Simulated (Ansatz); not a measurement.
SiC built on the h-MgO prototype (it has left that coordination), relaxed with r2SCAN, was run in Ansatz under altered settings. All numbers are computed, without spin polarisation but where a row says otherwise.

```
CELL_PARAMETERS angstrom
3.13734 0.00000 0.00000
-1.56867 2.71701 0.00000
0.00000 0.00000 4.93272
ATOMIC_POSITIONS crystal
Si 0.33333 0.66667 0.25000
Si 0.66667 0.33333 0.75000
C 0.66667 0.33333 0.25000
C 0.33333 0.66667 0.75000
```

The base run's other keys:
```yaml
kpoints:
  mp_grid: { grid: [6, 6, 2] }
hamiltonian:
  xc: hse06
scf:
  occupations: { method: fermi_dirac, width: 0.02 }
  n_extra_bands: 5
```

It takes 16 iterations with 833 plane waves at 420 eV and 14 k points, and leaves a mean stress of -1.04 GPa. The gap over this mesh is 0.558 eV. It ran on 4 threads of Arm Neoverse N1 (shared host).

Outcomes, with energy and stress as changes against the base:
```
                                  setting    outcome  ΔF (meV/atom)  Δ mean stress (GPa)  gap on the mesh (eV)  iterations  wall time
PBE hybrid, exx coeff 0.35, omega 0.3 1/Å  converged              –                 -1.4                 0.577          17        8 s
 PBE hybrid, exx coeff 0.3, omega 0.3 1/Å  converged              –                 -0.5                 0.470          16      7.8 s
          kpoints.mp_grid.grid: [5, 5, 5]  converged           +6.7                 -0.2                 0.766          13       11 s
```
A dash marks a value that wasn't obtained or can't be compared. Stress is positive in compression. The base took 7.7 s. The base's mesh is coarse for a hybrid, so its own values aren't converged.

- PBE hybrid, exx coeff 0.35, omega 0.3 1/Å. That is 35 % exact exchange, screened with ω = 0.3 1/Å, against HSE06's 25 % screened at 0.208 1/Å. The mean stress moves by -1.4 GPa and the gap on the mesh by +0.019 eV (to 0.577). Totals of different functionals aren't comparable.
- PBE hybrid, exx coeff 0.3, omega 0.3 1/Å. That is 30 % exact exchange, screened with ω = 0.3 1/Å, against HSE06's 25 % screened at 0.208 1/Å. The mean stress moves by -0.5 GPa and the gap on the mesh by -0.088 eV (to 0.470). Totals of different functionals aren't comparable.
- kpoints.mp_grid.grid: [5, 5, 5]. The free energy moves by +6.7 meV an atom, the mean stress by -0.2 GPa (single components by up to 1.5) and the gap on the mesh by +0.208 eV (to 0.766). The gap changes mostly because other points are sampled; a mesh that misses a band edge overestimates it. The mesh is too coarse.

The program warns that its thresholds are loose for a hybrid's stress.

The meshes of the hybrids are coarse, so their gaps aren't converged to the digits shown.
